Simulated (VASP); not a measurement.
NbC (Niobocarbide), 2 atoms in the cell. It takes space group Fm-3m (No. 225, cubic). Conventional cell: a = 4.469 Å, b = 4.469 Å, c = 4.469 Å, α = 90.00°, β = 90.00°, γ = 90.00°. Nb (site symmetry m-3m) has 6 C at 2.23 Å as nearest neighbours. C (site symmetry m-3m) has 6 Nb at 2.23 Å as nearest neighbours. 

| Item | Value |
| --- | --- |
| Program | VASP 6.6.1 |
| Task | relaxation of cell and atoms |
| Functional | PBEsol |
| Potentials or basis | VASP PAW PBE potentials, release 64 (Nb_sv, C) |
| Cutoff | 600 eV |
| k mesh | 14 × 14 × 14 |
| Occupations | methfessel-paxton, width 0.1 eV |
| Spin | no spin polarisation |
| Further INCAR settings | ALGO = Normal; EDIFF = 1e-06; IBRION = 2; EDIFFG = -0.01; NSW = 90; ISIF = 3 |

Potentials or basis: VASP PAW PBE potentials, release 64 (Nb_sv, C).

Run with:

```bash
$ cat potpaw_PBE.64/Nb_sv/POTCAR potpaw_PBE.64/C/POTCAR > POTCAR
$ mpirun -np 2 vasp_std > vasp.out
```

Hardware: 2 MPI ranks on Intel(R) Xeon(R) Platinum 8488C (Sapphire Rapids) (shared host).

How long does it take, and how much memory?

Run time: 46 s on 2 MPI ranks on Intel(R) Xeon(R) Platinum 8488C (Sapphire Rapids), on a shared host, peak memory 0.17 GiB a rank. Counts: scf iterations 32, k points 104, ion steps 3.
